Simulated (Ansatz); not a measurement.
# As (omega type): how the settings move a relaxation

How sensitive is a relaxation of As (omega type) to its settings? A reference run comes first, then one run with altered input.

Method: reference: DFT, PBE, PAW with Ansatz's default frozen-core files, scalar-relativistic, in Ansatz 0.2.0.

### Step 1. The system as given

The structure is hexagonal, space group P6/mmm (No. 191). Conventional cell: a = 3.859 Å, b = 3.859 Å, c = 2.243 Å, α = 90.00°, β = 90.00°, γ = 120.00°. As (site symmetry 6/mmm) has 14 As at 2.24 to 2.49 Å as nearest neighbours. As (site symmetry -6m2) has 11 As at 2.23 to 2.49 Å as nearest neighbours.

Coordinates:

```
As
1.0
     3.85869    0.00000    0.00000
    -1.92934    3.34172    0.00000
     0.00000    0.00000    2.24336
As
3
Direct
  0.00000 0.00000 0.00000
  0.33333 0.66667 0.50000
  0.66667 0.33333 0.50000
```

### Step 2. Reference

Contents of input.yaml:

```yaml
crystal:
  lattice:
    - [3.8586893434, 0.0, 0.0]
    - [-1.9293446717, 3.3417229967, 0.0]
    - [0.0, 0.0, 2.2433648259]
  atoms:
    - { symbol: As, position: [0.0, 0.0, 0.0] }
    - { symbol: As, position: [0.3333333333, 0.6666666667, 0.5] }
    - { symbol: As, position: [0.6666666667, 0.3333333333, 0.5] }
kpoints:
  mp_grid: { grid: [8, 8, 10] }
scf:
  occupations: { method: fermi_dirac, width: 0.1 }
hamiltonian:
  xc: pbe
  pseudopotentials: { kind: paw }
output:
  forces: true
  stress: true
relax:
  f_tol: 0.005
  max_steps: 30
  cell: { stress_tol: 0.53, fix: [volume] }
```

Started as:

```bash
ansatz run input.yaml --threads 1 --pin off --max-ram 3072MiB --backend cpu --events-out ev --progress --plain --runs-dir out
```

### Step 3. Changing settings: preconditioner none, pseudopotentials.source jth

input.yaml, as its differences from that of step 2:

```diff
@@ -13,5 +13,6 @@
   occupations: { method: fermi_dirac, width: 0.1 }
+  mixing: { preconditioner: none }
 hamiltonian:
   xc: pbe
-  pseudopotentials: { kind: paw }
+  pseudopotentials: { kind: paw, source: jth }
 output:
```

Q: Predict the outcome of this session. Wanted: for each run, ending; energy change; pressure; gap; force.

The runs gave:

```
                                                run     ending   energy change  pressure (GPa)  gap (eV)  force (eV/Å)  cycles  time
                                          reference  converged               -           246.2      0.00          0.00      13   7 s
1: preconditioner none, pseudopotentials.source jth  converged  not comparable           246.9      0.00          0.00      13  30 s
```

**Reading.** Total energies don't compare across a change of potentials; the pressure goes from 246.2 to 246.9 GPa. The two sets of potentials agree on what can be compared. Cost: 30 s against 7 s. Semilocal functionals close small gaps, so the missing gap need not be the real solid's. The structure is not at rest: the sound run finds 246 GPa, so these are no properties of the relaxed crystal. 
